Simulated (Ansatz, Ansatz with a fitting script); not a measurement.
# CdTe (F-43m): converging an RPA energy, part 2 of 4

Aim: see which settings move the RPA energy of CdTe (F-43m), and what they cost.

Ansatz 0.2.0; EXX+RPA on LDA, plane waves, norm-conserving pseudopotentials.

So far. Step 7 (Response cutoff, 3×3×3 mesh, cutoffs to 240 eV, 583 …): Extrapolated from these cutoffs, the correlation energy is -28.26 eV per atom (fit error 0.24); such a limit moves with the range of cutoffs. Step 8 (Bands, 3×3×3 mesh, cutoffs to 160 eV, 27 empty bands): Extrapolated from these cutoffs, the correlation energy is -25.06 eV per atom (fit error 0.32); such a limit moves with the range of cutoffs.

The database entry behind the starting cell differs from later determinations by our own check (an axis about 1.1 % short against later determinations), so it need not match the best structure at ambient conditions.

In doubt: RPA on norm-conserving files with a d shell is listed as unsure, so the values of those runs are not to be relied on.

## 9. Bands, 3×3×3 mesh, cutoffs to 160 eV, 28 empty bands, volume +5 %

Input file input.yaml:

```yaml
crystal:
  lattice:
    - [0.0, 3.2575503236, 3.2575503236]
    - [3.2575503236, 0.0, 3.2575503236]
    - [3.2575503236, 3.2575503236, 0.0]
  atoms:
    - { symbol: Cd, position: [0.0, 0.0, 0.0] }
    - { symbol: Te, position: [0.75, 0.75, 0.75] }
kpoints:
  mp_grid: { grid: [3, 3, 3] }
hamiltonian:
  xc: lda
  pseudopotentials: { kind: nc, xc_functional: pbe }
scf:
  occupations: { method: fixed }
  lower_state_search: "off"
  convergence: { dr2_threshold: 1.0e-09 }
output:
  rpa_energy:
    ecut_chi_ladder: [96, 112, 128, 144, 160]
    long_wavelength: optical_limit
    n_empty_bands: 28
basis:
  ecutwfc: 1120.0
  xc_grid: 3
```

Launch:

```bash
$ ansatz run input.yaml --threads 4 --pin off --max-ram 18432MiB --backend cpu --events-out ev --progress --plain --runs-dir out
```

Output:

```text
[...]
Crystal: 2 atoms, lattice volume = 69.136 Å³
Basis set: ecut = 1120 eV, 5961 PW (Γ), exchange–correlation on 162×162×162 points (27 copies of the dense FFT grid, shifted against one another)
Bands: 22, of which v1, the nominal top of the filled ones, is band 18 counted from 1 (17 counted from 0)
Symmetry: 24 space group operations
[...]
k-points: 4 of 27 (time reversal used)
[...]
E_c(E_cut→∞)            =       -50.061747 ± 0.649839 eV  (E_cut^-3/2 fit over 5 rungs)
[...]
( 0.0000,  0.0000,  0.3333)    0.55680     0.057244           0.044014   0.030487
    ( 0.0000,  0.3333,  0.3333)    0.64294     0.074719           0.057066   0.040816
    ( 0.0000,  0.3333, -0.3333)    0.90925     0.127246           0.091647   0.076894
  core–valence xc dropped  : E_EXX =     -6922.380128 eV   E_EXX+RPA =     -6972.441874 eV
  core–valence xc semilocal: E_EXX =     -7634.398029 eV   E_EXX+RPA =     -7684.459775 eV
[key lines of the parts left out:]
SCF converged after 8 iterations
Free energy (F): -7715.766836 eV
Fermi energy:    7.116386 eV
```

The job ended after 14 s (4 threads of Arm Neoverse V1, shared host; peak memory 0.55 GiB; 49 s of CPU time).

This step gave:

```
exact exchange energy  : -595.8677 eV
RPA correlation energy : -50.0617 eV
```

Extrapolated from these cutoffs, the correlation energy is -25.03 eV per atom (fit error 0.32); such a limit moves with the range of cutoffs.

## 10. Bands, 3×3×3 mesh, cutoffs to 160 eV, 91 empty bands

input.yaml, the sections that differ from step 9:

```yaml
crystal:
  lattice:
    - [0.0, 3.205, 3.205]
    - [3.205, 0.0, 3.205]
    - [3.205, 3.205, 0.0]
  atoms:
    - { symbol: Cd, position: [0.0, 0.0, 0.0] }
    - { symbol: Te, position: [0.75, 0.75, 0.75] }
output:
  rpa_energy:
    ecut_chi_ladder: [96, 112, 128, 144, 160]
    long_wavelength: optical_limit
    n_empty_bands: 91
# kpoints, hamiltonian, scf, basis: as in step 9
```

Output:

```text
[...]
Crystal: 2 atoms, lattice volume = 65.844 Å³
Basis set: ecut = 1120 eV, 5601 PW (Γ), exchange–correlation on 150×150×150 points (27 copies of the dense FFT grid, shifted against one another)
Bands: 22, of which v1, the nominal top of the filled ones, is band 18 counted from 1 (17 counted from 0)
Symmetry: 24 space group operations
[...]
k-points: 4 of 27 (time reversal used)
[...]
E_c(E_cut→∞)            =       -50.803100 ± 0.679961 eV  (E_cut^-3/2 fit over 5 rungs)
[...]
( 0.0000,  0.0000,  0.3333)    0.56593     0.058141           0.053938   0.030841
    ( 0.0000,  0.3333,  0.3333)    0.65348     0.075865           0.070227   0.041306
    ( 0.0000,  0.3333, -0.3333)    0.92416     0.129291           0.117728   0.077865
  core–valence xc dropped  : E_EXX =     -6922.231630 eV   E_EXX+RPA =     -6973.034730 eV
  core–valence xc semilocal: E_EXX =     -7634.277982 eV   E_EXX+RPA =     -7685.081082 eV
[key lines of the parts left out:]
SCF converged after 8 iterations
Free energy (F): -7715.770081 eV
Fermi energy:    7.820521 eV
```

Wall time 19 s (4 threads); peak memory 0.81 GiB.

This step gave:

```
exact exchange energy  : -596.3848 eV
RPA correlation energy : -50.8031 eV
```

Extrapolated from these cutoffs, the correlation energy is -25.40 eV per atom (fit error 0.34); such a limit moves with the range of cutoffs.

## 11. Bands, 3×3×3 mesh, cutoffs to 160 eV, 95 empty bands, volume +5 %

input.yaml, the sections that differ from step 10:

```yaml
crystal:
  lattice:
    - [0.0, 3.2575503236, 3.2575503236]
    - [3.2575503236, 0.0, 3.2575503236]
    - [3.2575503236, 3.2575503236, 0.0]
  atoms:
    - { symbol: Cd, position: [0.0, 0.0, 0.0] }
    - { symbol: Te, position: [0.75, 0.75, 0.75] }
output:
  rpa_energy:
    ecut_chi_ladder: [96, 112, 128, 144, 160]
    long_wavelength: optical_limit
    n_empty_bands: 95
# kpoints, hamiltonian, scf, basis: as in step 10
```

Output:

```text
[...]
Crystal: 2 atoms, lattice volume = 69.136 Å³
Basis set: ecut = 1120 eV, 5961 PW (Γ), exchange–correlation on 162×162×162 points (27 copies of the dense FFT grid, shifted against one another)
Bands: 22, of which v1, the nominal top of the filled ones, is band 18 counted from 1 (17 counted from 0)
Symmetry: 24 space group operations
[...]
k-points: 4 of 27 (time reversal used)
[...]
E_c(E_cut→∞)            =       -50.661376 ± 0.683995 eV  (E_cut^-3/2 fit over 5 rungs)
[...]
( 0.0000,  0.0000,  0.3333)    0.55680     0.057244           0.053193   0.030300
    ( 0.0000,  0.3333,  0.3333)    0.64294     0.074719           0.069286   0.040582
    ( 0.0000,  0.3333, -0.3333)    0.90925     0.127246           0.116109   0.076488
  core–valence xc dropped  : E_EXX =     -6922.380128 eV   E_EXX+RPA =     -6973.041503 eV
  core–valence xc semilocal: E_EXX =     -7634.398029 eV   E_EXX+RPA =     -7685.059404 eV
[key lines of the parts left out:]
SCF converged after 8 iterations
Free energy (F): -7715.766836 eV
Fermi energy:    7.116386 eV
```

Run time: 20 s. Hardware: 4 threads; peak memory 0.88 GiB.

This step gave:

| Quantity | Value |
| --- | --- |
| exact exchange energy | -595.8677 eV |
| RPA correlation energy | -50.6614 eV |

Extrapolated from these cutoffs, the correlation energy is -25.33 eV per atom (fit error 0.34); such a limit moves with the range of cutoffs.

## 12. k mesh, 2×2×2 mesh, cutoffs to 160 eV, 302 empty bands

input.yaml, the sections that differ from step 11:

```yaml
crystal:
  lattice:
    - [0.0, 3.205, 3.205]
    - [3.205, 0.0, 3.205]
    - [3.205, 3.205, 0.0]
  atoms:
    - { symbol: Cd, position: [0.0, 0.0, 0.0] }
    - { symbol: Te, position: [0.75, 0.75, 0.75] }
kpoints:
  mp_grid: { grid: [2, 2, 2] }
output:
  rpa_energy:
    ecut_chi_ladder: [96, 112, 128, 144, 160]
    long_wavelength: optical_limit
    n_empty_bands: 302
# hamiltonian, scf, basis: as in step 11
```

Output:

```text
[...]
Crystal: 2 atoms, lattice volume = 65.844 Å³
Basis set: ecut = 1120 eV, 5601 PW (Γ), exchange–correlation on 150×150×150 points (27 copies of the dense FFT grid, shifted against one another)
Bands: 22, of which v1, the nominal top of the filled ones, is band 18 counted from 1 (17 counted from 0)
Symmetry: 24 space group operations
[...]
k-points: 3 of 8
[...]
160.00      302.6            160.01        -44.458990
  E_c(E_cut→∞)            =       -52.120775 ± 0.627999 eV  (E_cut^-3/2 fit over 5 rungs)
[...]
( 0.0000,  0.0000,  0.5000)    0.84889     0.110101           0.103503   0.064898
    ( 0.0000,  0.5000,  0.5000)    0.98022     0.140775           0.132040   0.086760
  core–valence xc dropped  : E_EXX =     -6921.409445 eV   E_EXX+RPA =     -6973.530220 eV
  core–valence xc semilocal: E_EXX =     -7633.450144 eV   E_EXX+RPA =     -7685.570919 eV
[key lines of the parts left out:]
SCF converged after 8 iterations
Free energy (F): -7714.647568 eV
Fermi energy:    8.020433 eV
```

Wall time 15 s (4 threads); peak memory 1.2 GiB.

Numbers from this step:

| Quantity | Value |
| --- | --- |
| exact exchange energy | -597.2602 eV |
| RPA correlation energy | -52.1208 eV |

Extrapolated from these cutoffs, the correlation energy is -26.06 eV per atom (fit error 0.31); such a limit moves with the range of cutoffs.

## 13. k mesh, 2×2×2 mesh, cutoffs to 160 eV, 317 empty bands, volume +5 %

input.yaml, the sections that differ from step 12:

```yaml
crystal:
  lattice:
    - [0.0, 3.2575503236, 3.2575503236]
    - [3.2575503236, 0.0, 3.2575503236]
    - [3.2575503236, 3.2575503236, 0.0]
  atoms:
    - { symbol: Cd, position: [0.0, 0.0, 0.0] }
    - { symbol: Te, position: [0.75, 0.75, 0.75] }
output:
  rpa_energy:
    ecut_chi_ladder: [96, 112, 128, 144, 160]
    long_wavelength: optical_limit
    n_empty_bands: 317
# kpoints, hamiltonian, scf, basis: as in step 12
```

Output:

```text
[...]
Crystal: 2 atoms, lattice volume = 69.136 Å³
Basis set: ecut = 1120 eV, 5961 PW (Γ), exchange–correlation on 162×162×162 points (27 copies of the dense FFT grid, shifted against one another)
Bands: 22, of which v1, the nominal top of the filled ones, is band 18 counted from 1 (17 counted from 0)
Symmetry: 24 space group operations
[...]
k-points: 3 of 8
[...]
160.00      329.6            163.97        -44.761571
  E_c(E_cut→∞)            =       -52.306855 ± 0.668619 eV  (E_cut^-3/2 fit over 5 rungs)
[...]
( 0.0000,  0.0000,  0.5000)    0.83520     0.108294           0.101902   0.063729
    ( 0.0000,  0.5000,  0.5000)    0.96440     0.138516           0.130053   0.085218
  core–valence xc dropped  : E_EXX =     -6921.623578 eV   E_EXX+RPA =     -6973.930434 eV
  core–valence xc semilocal: E_EXX =     -7633.634797 eV   E_EXX+RPA =     -7685.941653 eV
[key lines of the parts left out:]
SCF converged after 8 iterations
Free energy (F): -7714.702663 eV
Fermi energy:    7.318787 eV
```

It took 18 s on 4 threads; peak memory 1.3 GiB.

Numbers from this step:

```yaml
exact_exchange_energy: -596.7456 eV
rpa_correlation_energy: -52.3069 eV
```

Extrapolated from these cutoffs, the correlation energy is -26.15 eV per atom (fit error 0.33); such a limit moves with the range of cutoffs.

## 14. k mesh, 4×4×4 mesh, cutoffs to 160 eV, 302 empty bands

input.yaml, the sections that differ from step 13:

```yaml
crystal:
  lattice:
    - [0.0, 3.205, 3.205]
    - [3.205, 0.0, 3.205]
    - [3.205, 3.205, 0.0]
  atoms:
    - { symbol: Cd, position: [0.0, 0.0, 0.0] }
    - { symbol: Te, position: [0.75, 0.75, 0.75] }
kpoints:
  mp_grid: { grid: [4, 4, 4] }
output:
  rpa_energy:
    ecut_chi_ladder: [96, 112, 128, 144, 160]
    long_wavelength: optical_limit
    n_empty_bands: 302
# hamiltonian, scf, basis: as in step 13
```

Output:

```text
[...]
Crystal: 2 atoms, lattice volume = 65.844 Å³
Basis set: ecut = 1120 eV, 5601 PW (Γ), exchange–correlation on 150×150×150 points (27 copies of the dense FFT grid, shifted against one another)
Bands: 22, of which v1, the nominal top of the filled ones, is band 18 counted from 1 (17 counted from 0)
Symmetry: 24 space group operations
[...]
k-points: 8 of 64 (time reversal used)
[...]
( 0.0000,  0.2500, -0.2500)    0.69312     0.083221           0.078781   0.045702
    ( 0.0000,  0.2500,  0.5000)    0.81275     0.107166           0.101094   0.061729
    ( 0.0000,  0.0000,  0.5000)    0.84889     0.111707           0.105094   0.065516
    ( 0.0000,  0.5000,  0.5000)    0.98022     0.142665           0.133910   0.087434
  core–valence xc dropped  : E_EXX =     -6922.326557 eV   E_EXX+RPA =     -6973.346423 eV
  core–valence xc semilocal: E_EXX =     -7634.375660 eV   E_EXX+RPA =     -7685.395525 eV
[key lines of the parts left out:]
SCF converged after 8 iterations
Free energy (F): -7715.982930 eV
Fermi energy:    7.762679 eV
```

It took 2.3 min on 4 threads; peak memory 2.2 GiB.

This step gave:

```yaml
exact_exchange_energy: -596.0967 eV
rpa_correlation_energy: -51.0199 eV
```

Extrapolated from these cutoffs, the correlation energy is -25.51 eV per atom (fit error 0.34); such a limit moves with the range of cutoffs.

## 15. k mesh, 4×4×4 mesh, cutoffs to 160 eV, 317 empty bands, volume +5 %

input.yaml, the sections that differ from step 14:

```yaml
crystal:
  lattice:
    - [0.0, 3.2575503236, 3.2575503236]
    - [3.2575503236, 0.0, 3.2575503236]
    - [3.2575503236, 3.2575503236, 0.0]
  atoms:
    - { symbol: Cd, position: [0.0, 0.0, 0.0] }
    - { symbol: Te, position: [0.75, 0.75, 0.75] }
output:
  rpa_energy:
    ecut_chi_ladder: [96, 112, 128, 144, 160]
    long_wavelength: optical_limit
    n_empty_bands: 317
# kpoints, hamiltonian, scf, basis: as in step 14
```

Output:

```text
[...]
Crystal: 2 atoms, lattice volume = 69.136 Å³
Basis set: ecut = 1120 eV, 5961 PW (Γ), exchange–correlation on 162×162×162 points (27 copies of the dense FFT grid, shifted against one another)
Bands: 22, of which v1, the nominal top of the filled ones, is band 18 counted from 1 (17 counted from 0)
Symmetry: 24 space group operations
[...]
k-points: 8 of 64 (time reversal used)
[...]
( 0.0000,  0.2500, -0.2500)    0.68194     0.081922           0.077625   0.044898
    ( 0.0000,  0.2500,  0.5000)    0.79964     0.105481           0.099604   0.060645
    ( 0.0000,  0.0000,  0.5000)    0.83520     0.109879           0.103479   0.064341
    ( 0.0000,  0.5000,  0.5000)    0.96440     0.140420           0.131945   0.085893
  core–valence xc dropped  : E_EXX =     -6922.463039 eV   E_EXX+RPA =     -6973.212200 eV
  core–valence xc semilocal: E_EXX =     -7634.484160 eV   E_EXX+RPA =     -7685.233321 eV
[key lines of the parts left out:]
SCF converged after 8 iterations
Free energy (F): -7715.966567 eV
Fermi energy:    7.058475 eV
```

Wall time 2.7 min (4 threads); peak memory 2.4 GiB; 10 min of CPU time.

This step gave:

| Quantity | Value |
| --- | --- |
| exact exchange energy | -595.5849 eV |
| RPA correlation energy | -50.7492 eV |

Extrapolated from these cutoffs, the correlation energy is -25.37 eV per atom (fit error 0.35); such a limit moves with the range of cutoffs.

## 16. Long-wave term, 3×3×3 mesh, cutoffs to 160 eV, 302 empty bands

input.yaml, the sections that differ from step 15:

```yaml
crystal:
  lattice:
    - [0.0, 3.205, 3.205]
    - [3.205, 0.0, 3.205]
    - [3.205, 3.205, 0.0]
  atoms:
    - { symbol: Cd, position: [0.0, 0.0, 0.0] }
    - { symbol: Te, position: [0.75, 0.75, 0.75] }
kpoints:
  mp_grid: { grid: [3, 3, 3] }
output:
  rpa_energy:
    ecut_chi_ladder: [96, 112, 128, 144, 160]
    long_wavelength: neglected
    n_empty_bands: 302
# hamiltonian, scf, basis: as in step 15
```

Output:

```text
[...]
Crystal: 2 atoms, lattice volume = 65.844 Å³
Basis set: ecut = 1120 eV, 5601 PW (Γ), exchange–correlation on 150×150×150 points (27 copies of the dense FFT grid, shifted against one another)
Bands: 22, of which v1, the nominal top of the filled ones, is band 18 counted from 1 (17 counted from 0)
Symmetry: 24 space group operations
[...]
k-points: 4 of 27 (time reversal used)
[...]
E_c(E_cut→∞)            =       -50.604783 ± 0.683447 eV  (E_cut^-3/2 fit over 5 rungs)
[...]
( 0.0000,  0.0000,  0.3333)    0.56593     0.058141           0.055170   0.030764
    ( 0.0000,  0.3333,  0.3333)    0.65348     0.075865           0.071916   0.041204
    ( 0.0000,  0.3333, -0.3333)    0.92416     0.129291           0.121492   0.077665
  core–valence xc dropped  : E_EXX =     -6922.626876 eV   E_EXX+RPA =     -6973.231659 eV
  core–valence xc semilocal: E_EXX =     -7634.673228 eV   E_EXX+RPA =     -7685.278011 eV
[key lines of the parts left out:]
SCF converged after 8 iterations
Free energy (F): -7715.770081 eV
Fermi energy:    7.820521 eV
```

Wall time 43 s (4 threads); peak memory 2.3 GiB.

Numbers from this step:

```yaml
exact_exchange_energy: -596.7800 eV
rpa_correlation_energy: -50.6048 eV
```

Extrapolated from these cutoffs, the correlation energy is -25.30 eV per atom (fit error 0.34); such a limit moves with the range of cutoffs.

## 17. Long-wave term, 3×3×3 mesh, cutoffs to 160 eV, 317 empty bands, volume +5 %

input.yaml, the sections that differ from step 16:

```yaml
crystal:
  lattice:
    - [0.0, 3.2575503236, 3.2575503236]
    - [3.2575503236, 0.0, 3.2575503236]
    - [3.2575503236, 3.2575503236, 0.0]
  atoms:
    - { symbol: Cd, position: [0.0, 0.0, 0.0] }
    - { symbol: Te, position: [0.75, 0.75, 0.75] }
output:
  rpa_energy:
    ecut_chi_ladder: [96, 112, 128, 144, 160]
    long_wavelength: neglected
    n_empty_bands: 317
# kpoints, hamiltonian, scf, basis: as in step 16
```

Output:

```text
[...]
Crystal: 2 atoms, lattice volume = 69.136 Å³
Basis set: ecut = 1120 eV, 5961 PW (Γ), exchange–correlation on 162×162×162 points (27 copies of the dense FFT grid, shifted against one another)
Bands: 22, of which v1, the nominal top of the filled ones, is band 18 counted from 1 (17 counted from 0)
Symmetry: 24 space group operations
[...]
k-points: 4 of 27 (time reversal used)
[...]
E_c(E_cut→∞)            =       -50.478422 ± 0.686777 eV  (E_cut^-3/2 fit over 5 rungs)
[...]
( 0.0000,  0.0000,  0.3333)    0.55680     0.057244           0.054367   0.030223
    ( 0.0000,  0.3333,  0.3333)    0.64294     0.074719           0.070896   0.040480
    ( 0.0000,  0.3333, -0.3333)    0.90925     0.127246           0.119694   0.076289
  core–valence xc dropped  : E_EXX =     -6922.763459 eV   E_EXX+RPA =     -6973.241881 eV
  core–valence xc semilocal: E_EXX =     -7634.781360 eV   E_EXX+RPA =     -7685.259782 eV
[key lines of the parts left out:]
SCF converged after 8 iterations
Free energy (F): -7715.766836 eV
Fermi energy:    7.116386 eV
```

Wall time 49 s (4 threads); peak memory 2.6 GiB.

This step gave:

```yaml
exact_exchange_energy: -596.2510 eV
rpa_correlation_energy: -50.4784 eV
```

Extrapolated from these cutoffs, the correlation energy is -25.24 eV per atom (fit error 0.34); such a limit moves with the range of cutoffs.

## 18. Response cutoff, 3×3×3 mesh, cutoffs to 340 eV, 937 empty bands

input.yaml, the sections that differ from step 17:

```yaml
crystal:
  lattice:
    - [0.0, 3.205, 3.205]
    - [3.205, 0.0, 3.205]
    - [3.205, 3.205, 0.0]
  atoms:
    - { symbol: Cd, position: [0.0, 0.0, 0.0] }
    - { symbol: Te, position: [0.75, 0.75, 0.75] }
output:
  rpa_energy:
    ecut_chi_ladder: [204, 238, 272, 306, 340]
    long_wavelength: optical_limit
    n_empty_bands: 937
# kpoints, hamiltonian, scf, basis: as in step 17
```

Output:

```text
[...]
Crystal: 2 atoms, lattice volume = 65.844 Å³
Basis set: ecut = 1120 eV, 5601 PW (Γ), exchange–correlation on 150×150×150 points (27 copies of the dense FFT grid, shifted against one another)
Bands: 22, of which v1, the nominal top of the filled ones, is band 18 counted from 1 (17 counted from 0)
Symmetry: 24 space group operations
[...]
k-points: 4 of 27 (time reversal used)
[...]
E_c(E_cut→∞)            =       -60.257847 ± 0.419102 eV  (E_cut^-3/2 fit over 5 rungs)
[...]
( 0.0000,  0.0000,  0.3333)    0.56593     0.058141           0.055392   0.030710
    ( 0.0000,  0.3333,  0.3333)    0.65348     0.075865           0.072219   0.041131
    ( 0.0000,  0.3333, -0.3333)    0.92416     0.129291           0.122159   0.077506
  core–valence xc dropped  : E_EXX =     -6922.231630 eV   E_EXX+RPA =     -6982.489477 eV
  core–valence xc semilocal: E_EXX =     -7634.277982 eV   E_EXX+RPA =     -7694.535829 eV
[key lines of the parts left out:]
SCF converged after 8 iterations
Free energy (F): -7715.770081 eV
Fermi energy:    7.820521 eV
```

It took 7.5 min on 4 threads; peak memory 10 GiB; 29 min of CPU time.

This step gave:

```yaml
exact_exchange_energy: -596.3848 eV
rpa_correlation_energy: -60.2578 eV
```

Extrapolated from these cutoffs, the correlation energy is -30.13 eV per atom (fit error 0.21); such a limit moves with the range of cutoffs.

(Continued in part 3 of 4.)

[Paths, hosts, dates, memory and timing lines, banners, echoed tables and standing remarks are left out of the program output.]

[Logs are printed without paths, hosts, clocks, repeated set-up lines and the standing remarks that a program may print on its own settings, such as how far it seeks lower states.]

[Runs of the session that timed out or met a known fault of the program may be left out.]

[Hosts, paths, dates, database ids (printed as entryN), source tags and the programs' standing remarks are cut or masked in the printed files.]
